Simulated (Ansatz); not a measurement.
Runs of Ansatz 0.2.0 on WC (Qusongite). It takes space group P-6m2 (No. 187, hexagonal). The conventional cell has a = 2.907 Å, b = 2.907 Å, c = 2.837 Å, α = 90.00°, β = 90.00°, γ = 120.00°. Around W (site symmetry -6m2) lie 6 C at 2.20 Å. Around C (site symmetry -6m2) lie 6 W at 2.20 Å. 

```csv
task,level,cell,cutoff (eV),pressure (GPa),relaxed volume (Å³/atom)
band structure,revPBE,as given,334,(b),-
relaxation of cell and atoms,LDA,relaxed,-,0.0,10.13
relaxation of cell and atoms,revPBE+D3(BJ),relaxed,-,0.0,10.25
band structure,BLYP,as given,335,18.6,-
relaxation of cell and atoms,BLYP+D4,relaxed,-,0.0,(a)
```

Alike in all rows: potentials or basis all-electron LAPW, scalar-relativistic; no spin polarisation; k mesh 10 × 10 × 9; smearing fermi-dirac 0.05 eV; basis error allowed 0.001 eV/atom.

Task: Fill in the values left out.

Result: (a) 10.49; (b) 8.9.

Caveats: so large a pressure means that the cell lies far from this level's equilibrium, or that cutoff or potentials fall short (some runs).

Runs at the PBE level aren't shown here.
